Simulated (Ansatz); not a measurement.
HfO2: equation of state with PBE

Crystal: HfO2.

```
CELL_PARAMETERS angstrom
5.11800 0.00000 0.00000
0.00000 5.18570 0.00000
-0.85866 0.00000 5.21387
ATOMIC_POSITIONS crystal
Hf 0.27550 0.46030 0.70800
Hf 0.72450 0.96030 0.79200
Hf 0.72450 0.53970 0.29200
Hf 0.27550 0.03970 0.20800
O 0.07420 0.16840 0.84670
O 0.92580 0.66840 0.65330
O 0.92580 0.83160 0.15330
O 0.07420 0.33160 0.34670
O 0.44870 0.74190 0.98010
O 0.55130 0.24190 0.51990
O 0.55130 0.25810 0.01990
O 0.44870 0.75810 0.48010
```

- Program: Ansatz 0.2.0
- Task: equation of state
- Functional: PBE
- Potentials or basis: Ansatz PAW accurate
- Cutoff: 900 eV
- Density cutoff: 3600 eV
- k mesh: 5 × 5 × 5
- Occupations: fermi-dirac, width 0.05 eV
- Spin: no spin polarisation

```
Equilibrium volume                        : 11.82 Å³/atom
Bulk modulus at fixed shape and positions : 232 GPa
Pressure derivative of the bulk modulus   : 4.2
```

Energy against volume, from the lowest point:
| volume (Å³/atom) | energy (meV/atom) |
| --- | --- |
| 10.840 | 67.64 |
| 11.070 | 37.95 |
| 11.301 | 17.36 |
| 11.532 | 4.97 |
| 11.762 | 0.00 |
| 11.993 | 1.72 |
| 12.223 | 9.47 |

All runs of the series together: 7.5 min on 2 threads of Arm Neoverse V2, with other jobs on the host.

Caveat: the cell was scaled at fixed shape and fractional positions, which overstates the stiffness of a crystal with free parameters, most of all of layers and chains. The run has no spin-orbit coupling, so splittings on Hf are missing.
